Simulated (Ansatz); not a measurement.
# How much does Au in Ni(111), 2x2 scatter?

Wanted: the reflection from a plane of defects, Au in Ni(111), 2x2, and the resistivity it implies.

Calculated with Ansatz 0.2.0; Ansatz plane-wave DFT, PBE, PAW files, collinear spin; ballistic transport by layer matching (Landauer), zero bias; PAW set soft_1.

## 1. Starting point

The cell holds 44 atoms: 43 Ni and 1 Au. Cell: a = 4.984 Å, b = 4.984 Å, c = 22.427 Å, α = 86.8°, β = 93.2°, γ = 120.0°. It derives from Ni. Regions: lead, 24 atoms (24 Ni); scattering region, 20 atoms (19 Ni and 1 Au). The structure is stacked along c, and the current runs across the ab planes.

## 2. Transmission at ideal sites

The defect sits in one plane of the supercell, all atoms on ideal sites; the layers about the cell's end are the lead. The mesh across the current, 12×12, is finer than the density's, because channels open and close sharply across the zone. Energies from -0.1 to 0.1 eV in steps of 0.05 eV are too few for the program's thermal sum, so it prints no conductance; for a metal the transmission near the Fermi level serves, at a fraction of the cost.

input.yaml

```yaml
crystal:
  lattice:
    - [4.9836885938, 0.0, 0.0]
    - [-2.4918442969, 4.3160009268, 0.0]
    - [-1.2459221485, 0.7193334878, 22.3804058349]
  atoms:
    - { symbol: Ni, position: [0.0075757576, 0.9924242424, 0.0454545455], spin: 1.0 }
    - { symbol: Ni, position: [0.0075757576, 0.4924242424, 0.0454545455], spin: 1.0 }
    - { symbol: Ni, position: [0.5075757576, 0.9924242424, 0.0454545455], spin: 1.0 }
    - { symbol: Ni, position: [0.5075757576, 0.4924242424, 0.0454545455], spin: 1.0 }
    - { symbol: Ni, position: [0.1893939394, 0.3106060606, 0.1363636364], spin: 1.0 }
    - { symbol: Ni, position: [0.1893939394, 0.8106060606, 0.1363636364], spin: 1.0 }
    - { symbol: Ni, position: [0.6893939394, 0.3106060606, 0.1363636364], spin: 1.0 }
    - { symbol: Ni, position: [0.6893939394, 0.8106060606, 0.1363636364], spin: 1.0 }
    - { symbol: Ni, position: [0.3712121212, 0.1287878788, 0.2272727273], spin: 1.0 }
    - { symbol: Ni, position: [0.3712121212, 0.6287878788, 0.2272727273], spin: 1.0 }
    - { symbol: Ni, position: [0.8712121212, 0.1287878788, 0.2272727273], spin: 1.0 }
    - { symbol: Ni, position: [0.8712121212, 0.6287878788, 0.2272727273], spin: 1.0 }
    - { symbol: Ni, position: [0.053030303, 0.946969697, 0.3181818182], spin: 1.0 }
    - { symbol: Ni, position: [0.053030303, 0.446969697, 0.3181818182], spin: 1.0 }
    - { symbol: Ni, position: [0.553030303, 0.946969697, 0.3181818182], spin: 1.0 }
    - { symbol: Ni, position: [0.553030303, 0.446969697, 0.3181818182], spin: 1.0 }
    - { symbol: Ni, position: [0.2348484848, 0.2651515152, 0.4090909091], spin: 1.0 }
    - { symbol: Ni, position: [0.2348484848, 0.7651515152, 0.4090909091], spin: 1.0 }
    - { symbol: Ni, position: [0.7348484848, 0.2651515152, 0.4090909091], spin: 1.0 }
    - { symbol: Ni, position: [0.7348484848, 0.7651515152, 0.4090909091], spin: 1.0 }
    - { symbol: Au, position: [0.4166666667, 0.0833333333, 0.5] }
    - { symbol: Ni, position: [0.4166666667, 0.5833333333, 0.5], spin: 1.0 }
    - { symbol: Ni, position: [0.9166666667, 0.0833333333, 0.5], spin: 1.0 }
    - { symbol: Ni, position: [0.9166666667, 0.5833333333, 0.5], spin: 1.0 }
    - { symbol: Ni, position: [0.0984848485, 0.9015151515, 0.5909090909], spin: 1.0 }
    - { symbol: Ni, position: [0.0984848485, 0.4015151515, 0.5909090909], spin: 1.0 }
    - { symbol: Ni, position: [0.5984848485, 0.9015151515, 0.5909090909], spin: 1.0 }
    - { symbol: Ni, position: [0.5984848485, 0.4015151515, 0.5909090909], spin: 1.0 }
    - { symbol: Ni, position: [0.2803030303, 0.2196969697, 0.6818181818], spin: 1.0 }
    - { symbol: Ni, position: [0.2803030303, 0.7196969697, 0.6818181818], spin: 1.0 }
    - { symbol: Ni, position: [0.7803030303, 0.2196969697, 0.6818181818], spin: 1.0 }
    - { symbol: Ni, position: [0.7803030303, 0.7196969697, 0.6818181818], spin: 1.0 }
    - { symbol: Ni, position: [0.4621212121, 0.0378787879, 0.7727272727], spin: 1.0 }
    - { symbol: Ni, position: [0.4621212121, 0.5378787879, 0.7727272727], spin: 1.0 }
    - { symbol: Ni, position: [0.9621212121, 0.0378787879, 0.7727272727], spin: 1.0 }
    - { symbol: Ni, position: [0.9621212121, 0.5378787879, 0.7727272727], spin: 1.0 }
    - { symbol: Ni, position: [0.1439393939, 0.8560606061, 0.8636363636], spin: 1.0 }
    - { symbol: Ni, position: [0.1439393939, 0.3560606061, 0.8636363636], spin: 1.0 }
    - { symbol: Ni, position: [0.6439393939, 0.8560606061, 0.8636363636], spin: 1.0 }
    - { symbol: Ni, position: [0.6439393939, 0.3560606061, 0.8636363636], spin: 1.0 }
    - { symbol: Ni, position: [0.3257575758, 0.1742424242, 0.9545454545], spin: 1.0 }
    - { symbol: Ni, position: [0.3257575758, 0.6742424242, 0.9545454545], spin: 1.0 }
    - { symbol: Ni, position: [0.8257575758, 0.1742424242, 0.9545454545], spin: 1.0 }
    - { symbol: Ni, position: [0.8257575758, 0.6742424242, 0.9545454545], spin: 1.0 }
magnetization:
  spin_polarized: true
kpoints:
  mp_grid: { grid: [5, 5, 1] }
hamiltonian:
  xc: pbe
  pseudopotentials: { kind: paw, azcp: { folder: soft_1 } }
scf:
  occupations: { method: fermi_dirac, width: 0.1 }
output:
  transmission: { leads: [[0, 4]], kmesh: [12, 12], e_range: [-0.1, 0.1], de: 0.05 }
  write_potential: true
  write_density: true
  volumetric_format: npy
  elf: true
```

Run with:

```sh
$ ansatz run input.yaml --threads 4 --pin off --max-ram 15360MiB --backend cpu --events-out ev --progress --plain --runs-dir out
```

Numbers of over 12 decimals in the logs are rounded to 6 here.

Output:

```text
Engine: ansatz 0.2.0, aarch64-unknown-linux-gnu
Pseudopotentials: kind: paw
Pseudopotential: Ni, paw, valence charge 18, recommended cutoff 420 eV (normal), soft_1/Ni.paw.azcp
Pseudopotential: Au, paw, valence charge 19, recommended cutoff 420 eV (normal), soft_1/Au.paw.azcp
Functional definition: PBE
  parameter kappa = 0.804
  parameter beta = 0.066725
  exchange = pbe_x(kappa = kappa, mu = beta*pi^2/3)
  correlation = pbe_c(beta = beta)
Crystal: 44 atoms, lattice volume = 481.394 Å³
Basis set: ecut = 420 eV, 9399 PW (Γ)
Bands: 502, of which v1, the nominal top of the filled ones, is band 397 counted from 1 (396 counted from 0)
Symmetry: 4 space group operations
Space group: C2/m (ITA 12), of the structure as read, at distance tolerance 7.8e-5 Å
Magnetic group: BNS 12.58 (UNI 65), of the structure as read, at distance tolerance 7.8e-5 Å
k-points: 9 of 25
Non-local potential: Ni, projectors of the file, l = 0: 3, l = 1: 2, l = 2: 3, l = 3: 1
Non-local potential: Au, projectors of the file, l = 0: 3, l = 1: 2, l = 2: 2, l = 3: 1
PAW form: soft (Blöchl's): semilocal exchange-correlation on the pseudo side does not see the compensation charge
PAW one-centre angular grid: Ni, 590 points (default); XC on 64 Gauss nodes
PAW one-centre angular grid: Au, 590 points (default); XC on 64 Gauss nodes
Initial density: superposition of atomic densities (chi_scale 0.1, normalization cell, long waves of neutral atoms (reshape's long-wave potential 3.61 eV rms, cloud 2.60 Å wide))
Starting moments: Σ|m| = 43 μB on 43 of 44 sites
Initial wavefunctions: pseudopotential atomic-orbital guess
Functional: x = pbe(κ = 0.804, μ = 0.219515), c = pbe(β = 0.066725)
SCF iter   1: F=—  HF=-264244.576490 eV  |F-HF|=—  |Δ(HF+E_count)|=         —  Δρ=9.93e-2 (↑9.93e-2 ↓8.75e-2)  dr2=6.60e2  dr2_m=6.97e0  M=26.381 μB ∫|m|=28.624 μB  β_m=0.30  ethr=3.10e-3  ⟨swp⟩=5.0  Hψ=29483  notcnv=0  defer=413
Mixer restart at iter 1: flushing history
preconditioner: auto → Kerker (q_TF=auto, 2.965 Å⁻¹)  [metal: Δε(μ)=0.002 eV  Ē_g=8.881 eV  σ=0.100 eV  W_gap=0.00  n_scr=226 (ndim 8)  ℏωp=35.5 eV  f_vac=0.000  D(μ)=76.58/eV (n_scr^D=1282)]
spin=Collinear: Kerker preconditioning applied to the charge; magnetization (m = ρ↑ − ρ↓) channel mixes plain (no charge-response kernel on spin).
SCF iter   2: F=—  HF=-264234.412123 eV  |F-HF|=—  |Δ(HF+E_count)|=    1.02e1  Δρ=2.54e-2 (↑1.87e-2 ↓2.54e-2)  dr2=4.27e1  dr2_m=7.46e-1  M=31.786 μB ∫|m|=34.183 μB  β_m=0.33  ethr=3.10e-3  ⟨swp⟩=3.1  Hψ=17618  notcnv=0  defer=1152
SCF iter   3: F=—  HF=-264245.512634 eV  |F-HF|=—  |Δ(HF+E_count)|=    1.11e1  Δρ=1.85e-2 (↑1.00e-2 ↓1.85e-2)  dr2=1.54e1  dr2_m=3.81e-1  M=30.622 μB ∫|m|=33.468 μB  β_m=0.47  ethr=3.10e-3  ⟨swp⟩=2.0  Hψ=9748  notcnv=0  defer=1154
[...]
transmission: 251 of 2494 steps passed
transmission: 500 of 2494 steps passed
[...]
transmission: 2494 of 2494 steps passed
SCF converged after 25 iterations
Magnetization: 28.4184 μB (410.7092 up, 382.2908 down)
Absolute magnetization: 32.1005 μB (∫|ρ↑−ρ↓|, with the PAW one-centre terms)
Spin contamination: 0.3063 ħ² per cell (⟨S²⟩ above its minimum at these occupations)
Per-site moments (μB) at R_I (Å): [(0.705499, 1.027886), (0.706103, 1.027886), (0.705630, 1.027886), (0.705499, 1.027886), (0.705853, 1.027886), (0.706118, 1.027886), (0.706118, 1.027886), (0.706247, 1.027886), (0.707012, 1.027886), (0.706842, 1.027886), (0.706842, 1.027886), (0.706864, 1.027886), (0.707171, 1.027886), (0.705235, 1.027886), (0.707136, 1.027886), (0.707171, 1.027886), (0.667199, 1.027886), (0.666930,  [...]
Free energy (F): -264259.556796 eV
Harris-Foulkes:  -264259.556796 eV  (|F-HF|=6.69e-8)
Internal energy: -264257.298386 eV  (E = F + TS)
E sigma→0 (E₀):  -264258.427591 eV
Entropy (-TS):   -2.258410 eV (-51.327 meV/atom)
Fermi energy:    18.217504 eV
--- Per-component energies (eV) ---
  E_band       = -12465.098282
  E_kinetic    = 15169.192681
  E_local      = -119110.449663  (includes V_loc(G=0)·N_el)
  E_nonlocal   = -4955.317505
  E_hartree    = 64536.802720
  E_xc         = -5071.557998
  E_vxc        = -6527.585989  (∫ρ·V_xc dr)
  E_paw        = -80951.017696  (= ΣΔE_a)
  E_vpaw       = -26114.591887  (= ΣTr[D̂ρ^β])
  E_aug_tail   = 0.049396  (compensation charges beyond the density's cutoff)
  E_ewald      = -133875.000322
  E_smearing   = -2.258410  (= −TS)
  E_closure    = -0.000000  (closes the sum)
  Σ components = -264259.556796   (vs F -264259.556796, Δ=0.00e0)
--- Band table (eV; the first three rows and the last of 18) ---
  k-point 0 ↑: bands = [... 393 lower, 17.6575, 17.6588, 17.6695, 17.6722, 17.6733, 17.6749, 17.6823, 17.6954, ... 101 higher]
  k-point 1 ↑: bands = [... 393 lower, 17.5942, 17.5962, 17.6016, 17.6101, 17.6221, 17.6647, 17.6839, 17.6882, ... 101 higher]
  k-point 2 ↑: bands = [... 393 lower, 17.5739, 17.5946, 17.6057, 17.6101, 17.6140, 17.6162, 17.6228, 17.6362, ... 101 higher]
  k-point 8 ↓: bands = [... 393 lower, 18.3721, 18.4037, 18.4052, 18.4109, 18.4276, 18.4388, 18.4644, 18.4718, ... 101 higher]
--- Transmission ---
  basis      : 199 plane waves across, 29 finite elements along
  points     : 43, standing for a mesh of 12 x 12
  energies   : 5 from -0.100000 to 0.100000 eV about the Fermi level, 0.050000 eV apart; the leads are filled to 0.000000 eV, and channels, transmission and decay are at 0.000000 eV
  crystal 0  : Ni4, at the sites [0, 4], period 2.0346 Å, over 20.35 Å; its Hamiltonian steps by up to 0.4 meV
    offset         : up to 0.0000 Å between an atom of the period and one for which it stands
    channels       : 2.604167e0 up, 6.930556e0 down
    conductance    : none, the energies end too early or step too widely for 300 K: set another output.transmission.e_range or a lower de, or, where they end at an eighth of basis.ecutwfc, a higher one
  junction   : crystal 0 to crystal 0, 0.69 to 21.04 Å
    transmission   : 2.580188e0 up, 5.980797e0 down
    conductance    : none, the energies end too early or step too widely for 300 K: set another output.transmission.e_range or a lower de, or, where they end at an eighth of basis.ecutwfc, a higher one
```

Wall time 15 min (4 threads of Arm Neoverse V1, shared host); peak memory 6.1 GiB; 58 min of CPU time.

Numbers from this step:

```yaml
free_energy: -264259.5568 eV
energy_at_zero_smearing: -264258.4276 eV
fermi_energy: 18.22 eV
magnetization: 28.42 μB
absolute_magnetization: 32.10 μB
cell_area: 21.51 Å²
transmission_spin_up: 2.580
transmission_spin_down: 5.981
open_channels_spin_up: 2.604
open_channels_spin_down: 6.931
step_of_the_lead_s_potential: 0.4 meV
```

Per spin. Table of transmission, zone mean by energy, zero at the Fermi level:

| energy (eV) | T up | T down |
| --- | --- | --- |
| -0.1000 | 2.34 | 5.57 |
| -0.0500 | 2.49 | 5.62 |
| 0.0000 | 2.58 | 5.98 |
| 0.0500 | 2.59 | 5.89 |
| 0.1000 | 2.65 | 5.91 |

Per spin. Table of open channels, zone mean by energy, zero at the Fermi level:

| energy (eV) | lead up | lead down |
| --- | --- | --- |
| -0.1000 | 2.44 | 6.56 |
| -0.0500 | 2.52 | 6.51 |
| 0.0000 | 2.60 | 6.93 |
| 0.0500 | 2.60 | 6.89 |
| 0.1000 | 2.69 | 7.16 |

Transmission over k1 and k2. At 0.0000 eV from the Fermi level, spin up.

Ten even steps from '_' (1.97) to '@' (3.83):
```
______++++______++++++++
++______++______++++++++
++++____++++____++++++++
++++++++__++__++++++++++
______++++@@@@++++______
__________@@++@@________
________++++@@@@++++____
++++++++++++__++__++++++
++++++++++____++++____++
++++++++++______++______
__++++++++______++++____
____++++++______++++++__
```
Columns: k1 (b1) from -0.5 to 0.417; rows upwards: k2 (b2) from -0.5 to 0.417.

Open channels over k1 and k2. At 0.0000 eV from the Fermi level, spin up.

Ten even steps from '_' (2.00) to '@' (4.00):
```
______++++______++++++++
++______++______++++++++
++++____++++____++++++++
++++++++__++__++++++++++
______++++@@@@++++______
__________@@++@@________
________++++@@@@++++____
++++++++++++__++__++++++
++++++++++____++++____++
++++++++++______++______
__++++++++______++++____
____++++++______++++++__
```
Columns: k1 (b1) from -0.5 to 0.417; rows upwards: k2 (b2) from -0.5 to 0.417.

Transmission over k1 and k2. At 0.0000 eV from the Fermi level, spin down.

Values, 12 rows by 12 columns:
```
5.74 5.78 5.74 6.60 6.64 5.74 5.78 5.74 4.95 7.72 7.71 4.96
5.68 5.74 5.78 6.01 5.92 5.96 5.78 5.74 5.68 7.71 8.16 7.71
8.42 6.60 6.01 4.90 5.53 5.54 4.91 6.00 6.61 8.42 7.71 7.72
5.68 6.64 5.92 5.53 3.75 5.06 3.75 5.53 5.92 6.61 5.68 4.95
5.74 5.74 5.96 5.54 5.06 6.16 6.16 5.06 5.53 6.00 5.74 5.74
5.78 5.78 5.78 4.91 3.75 6.16 7.00 6.16 3.75 4.91 5.78 5.78
5.74 5.74 5.74 6.00 5.53 5.06 6.16 6.16 5.06 5.54 5.96 5.74
5.68 4.95 5.68 6.61 5.92 5.53 3.75 5.06 3.75 5.53 5.92 6.64
8.42 7.72 7.71 8.42 6.61 6.00 4.91 5.54 5.53 4.90 6.01 6.60
5.68 7.71 8.16 7.71 5.68 5.74 5.78 5.96 5.92 6.01 5.78 5.74
5.74 4.96 7.71 7.72 4.95 5.74 5.78 5.74 6.64 6.60 5.74 5.78
5.78 5.74 5.68 8.42 5.68 5.74 5.78 5.74 5.68 8.42 5.68 5.74
```
Columns: k1 (b1) from -0.5 to 0.417; rows upwards: k2 (b2) from -0.5 to 0.417.

Open channels over k1 and k2. At 0.0000 eV from the Fermi level, spin down.

Values, 12 rows by 12 columns:
```
 6.0  6.0  6.0  8.0  8.0  6.0  6.0  6.0  6.0  9.0  9.0  6.0
 6.0  6.0  6.0  7.0  8.0  7.0  6.0  6.0  6.0  9.0  9.0  9.0
10.0  8.0  7.0  6.0  7.0  7.0  6.0  7.0  8.0 10.0  9.0  9.0
 6.0  8.0  8.0  7.0  4.0  7.0  4.0  7.0  8.0  8.0  6.0  6.0
 6.0  6.0  7.0  7.0  7.0  8.0  8.0  7.0  7.0  7.0  6.0  6.0
 6.0  6.0  6.0  6.0  4.0  8.0  8.0  8.0  4.0  6.0  6.0  6.0
 6.0  6.0  6.0  7.0  7.0  7.0  8.0  8.0  7.0  7.0  7.0  6.0
 6.0  6.0  6.0  8.0  8.0  7.0  4.0  7.0  4.0  7.0  8.0  8.0
10.0  9.0  9.0 10.0  8.0  7.0  6.0  7.0  7.0  6.0  7.0  8.0
 6.0  9.0  9.0  9.0  6.0  6.0  6.0  7.0  8.0  7.0  6.0  6.0
 6.0  6.0  9.0  9.0  6.0  6.0  6.0  6.0  8.0  8.0  6.0  6.0
 6.0  6.0  6.0 10.0  6.0  6.0  6.0  6.0  6.0 10.0  6.0  6.0
```
Columns: k1 (b1) from -0.5 to 0.417; rows upwards: k2 (b2) from -0.5 to 0.417.

Spin density in the ca plane at fractional y = 0.038, with atoms of Ni and Au within 0.2 Å of it.

Ten even steps from '0' (0.0 e/Å³) to '9' (2.3 e/Å³), each cell a mean:
```
00000000000000000000014200000000000000393000
00000210000000000000015200000000000000010000
00000210000000000000001000000000000000000000
00000000000000000000000000000000000000000000
00000000001200000000000000000000000000000000
00000000001100000000000000000000000000021000
00000000000000000000000000000000000000393000
00000100000000000000000000000000000000252000
00000210000000000000000000000000000000000000
00000100000000000000000000000000000000000000
00000000000100000000000000000000000000000000
00000000001200000000000000000000000000000000
00000000000100000000000000000000000000252000
```
Columns run along c (16.0 Å, from fractional 0.14 to 0.86 of the cell), rows up along a (5.0 Å). Atoms in or near the plane, at fractional coordinates: Au at (0.50, 0.42), Ni at (0.50, 0.92), Ni at (0.77, 0.46), Ni at (0.77, 0.96).

Electrostatic potential energy in the ca plane at fractional y = 0.038, with atoms of Ni and Au within 0.2 Å of it. With pseudopotentials it is smooth inside the atoms' cores, unlike the true potential.

Ten even steps from '0' (-7 eV) to '9' (21 eV), each cell a mean:
```
89973115874479998998338427999999999971696179
88841422899899999998249527988999988983131488
78841413887789998898511158743689855898546897
89972126851127998899865688400278622699888996
89998789722415887789987788300278634798534798
99999889712315987888731257633689877884142389
99996447851148998887200016888999999971696179
89961113887789998886000005899999999982483289
78841522898899998887100016876899877886212698
78851114874368998888510157511488734799778997
89985358830116987789876788300178622699877997
99999899713515887789976788400389756897211588
99998778830117998899721158866899988982484289
```
Columns run along c (16.0 Å, from fractional 0.14 to 0.86 of the cell; values clipped at the 3rd and 97th percentile), rows up along a (5.0 Å). Atoms in or near the plane, at fractional coordinates: Au at (0.50, 0.42), Ni at (0.50, 0.92), Ni at (0.77, 0.46), Ni at (0.77, 0.96).

Valence density in the ca plane at fractional y = 0.038, with atoms of Ni and Au within 0.2 Å of it. It is the smooth field of the valence electrons, not physical close to the nuclei.

Ten steps, logarithmic in the rise over the least value, from '0' (0 e/Å³) to '9' (47 e/Å³), each cell a mean:
```
00002321001100000000268730000000000003897300
00014652000000000000269730000000000002564100
00014652000000000000145410011100011000111000
00002321013320000000011100133200121000000000
00000000025641000000001100134200011000121000
00000000025641000000123310122100000001575200
00001110013310000001256531000000000003797300
00013542000000000001467641000000000002786200
00015752000000000001356531001000000001342100
00013541001210000000134310122100011000000000
00001110024531000000011100144200121000000000
00000000036741000000001000133100011000243100
00000000024530000000024310011000000002687300
```
Columns run along c (16.0 Å, from fractional 0.14 to 0.86 of the cell), rows up along a (5.0 Å). Atoms in or near the plane, at fractional coordinates: Au at (0.50, 0.42), Ni at (0.50, 0.92), Ni at (0.77, 0.46), Ni at (0.77, 0.96).

Nearest the Fermi level spin up passes 2.58 of 2.60 channels of the lower lead and spin down 5.98 of 6.93.

## 3. Resistance at ideal sites

This step: Ansatz plane-wave DFT, PBE, PAW files, collinear spin; ballistic transport by layer matching (Landauer), zero bias; area resistance of the defect plane and resistivity an atomic per cent; PAW set soft_1 (Ansatz 0.2.0).

Numbers from this step:

| Property | Result |
| --- | --- |
| area resistance | 0.01660 fΩ m² |
| T over the leads' mean channel count | 0.8963 |
| spin asymmetry γ | 0.7507 (R down - R up) / (R down + R up) |
| resistivity per at.% scaled from this dense plane, with the factor 3/4 for isotropic scattering | 0.2447 µΩ cm |

Averaged over the energies near the Fermi level, 89.6 % of the channels pass, which makes 0.0166 fΩ m².

By hand, with means over the energies near the Fermi level: RA per spin = A (h/e²)(1/T − ½[1/N₁ + 1/N₂]); spin up: 21.51×10⁻²⁰ m² × 25 813 Ω × (1/2.554 − ½[1/2.576 + 1/2.576]) = 0.0190 fΩ m²; spin down: 21.51×10⁻²⁰ m² × 25 813 Ω × (1/5.830 − ½[1/6.778 + 1/6.778]) = 0.133 fΩ m². The spins conduct in parallel, so 1/RA = 1/0.0190 + 1/0.133 and RA = 0.0166 fΩ m²; γ = (0.133 − 0.0190)/(0.133 + 0.0190) = 0.75.

## 4. What came out

```json
{"share of channels that pass, rigid": "0.896", "area resistance, rigid": "0.0166 fΩ m²", "resistivity per at.% from the area resistance, times 3/4, rigid": "0.245 µΩ cm"}
```

**Reading.** The plane of defects adds 0.017 fΩ m². Scaled to one atomic per cent that is 0.33 µΩ cm as it stands and 0.24 with the factor 3/4 for isotropic scattering on a spherical Fermi surface. These are rough estimates of the dilute value, not bounds. One Au in each 2x2 cell reflects 10 % of the lead's channels. The defect scatters spin down more strongly (asymmetry 0.75). The defects form a dense periodic sheet that scatters coherently, unlike a dilute random alloy. T and N are means over the solved energies nearest the Fermi level. Spin-orbit coupling is left out, which matters for Au. One magnetic start was tried, and the two spins conduct in parallel without mixing.

[Logs are printed without paths, hosts, clocks, repeated set-up lines and the standing remarks that a program may print on its own settings, such as how far it seeks lower states.]

[Hosts, paths, dates, database ids (printed as entryN), source tags and the programs' standing remarks are cut or masked in the printed files.]
